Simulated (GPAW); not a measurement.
The system is Ti3Al.

```
CELL_PARAMETERS angstrom
0.00000 3.23178 3.23178
3.23178 0.00000 3.23178
3.23178 3.23178 0.00000
ATOMIC_POSITIONS crystal
Ti 0.00000 0.00000 0.00000
Ti 0.25000 0.25000 0.25000
Ti 0.75000 0.75000 0.75000
Al 0.50000 0.50000 0.50000
```

The cell comes from a database or a generator and needn't be the stable form of this composition.

```yaml
Program: GPAW 26.7.0
Task: single point
Functional: PBEsol
Potentials_or_basis: PAW data sets generated in the run's folder for this functional
Cutoff: 600 eV
Basis: pw
k_mesh: 7 × 7 × 7
Occupations: fermi-dirac, width 0.05 eV
Spin: no spin polarisation
```

On this cell: pressure -5.1 GPa; largest force zero by symmetry; band gap on the k mesh none (metal or under the smearing width).

The same run follows on a disturbed copy (atoms moved at random, drawn with an rms of 0.05 Å):

```
CELL_PARAMETERS angstrom
0.00000 3.23178 3.23178
3.23178 0.00000 3.23178
3.23178 3.23178 0.00000
ATOMIC_POSITIONS crystal
Ti 0.00180 0.00089 0.99179
Ti 0.25718 0.23317 0.25936
Ti 0.75731 0.77006 0.73104
Al 0.49383 0.50191 0.50427
```

What does the disturbed cell give?

The energy (extrapolated to zero smearing) moves by +10.4 meV/atom; pressure -4.7 GPa; largest force 0.481 eV/Å; band gap on the k mesh none (metal or under the smearing width).

Forces on the atoms (eV/Å):
```
Ti   0.045  0.087  0.063
Ti   0.146 -0.321  0.152
Ti  -0.010  0.123 -0.464
Al  -0.181  0.110  0.250
```

Stress tensor (GPa, compression positive):
```
-4.63 -1.09  0.81
-1.09 -4.72 -0.33
 0.81 -0.33 -4.81
```
